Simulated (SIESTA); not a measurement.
The system is CuO (Tenorite).

```
CELL_PARAMETERS angstrom
2.34185 -1.71130 0.00000
2.34185 1.71130 0.00000
-0.85003 0.00000 5.05787
ATOMIC_POSITIONS crystal
Cu 0.50000 0.00000 0.50000
Cu 0.00000 0.50000 0.00000
O 0.41840 0.58160 0.75000
O 0.58160 0.41840 0.25000
```

Base run:

```yaml
Program: SIESTA 5.4.2
Functional: BLYP
Potentials_or_basis: PseudoDojo 0.4 standard (PBE files)
Basis: DZP (energy shift 0.003 Ry; two zetas on semicore shells)
Grid_cutoff: 800 Ry
Energy_shift: 0.003 Ry
k_mesh: 10 × 10 × 5
Occupations: fermi-dirac, width 0.05 eV
Spin: no spin polarisation
```

Its results: band gap on the k mesh none (metal or under the smearing width); pressure 13.6 GPa; largest force 0.076 eV/Å.

**Question.** The run is repeated on the same cell with these changes: functional from BLYP to RPBE. What comes out?

**Answer.** Band gap on the k mesh none (metal or under the smearing width); pressure 12.5 GPa; largest force 0.007 eV/Å.

Caveats: short orbitals over semicore shells can move pressures by several GPa; the potentials were made for another functional, which shifts forces and pressure; the basis of atomic orbitals isn't converged, which shifts pressures, moduli and gaps; the run has no spin polarisation, though such a crystal can be magnetic; semilocal functionals often make such compounds metallic where correlation or magnetic order opens a gap, which also shifts bond lengths.
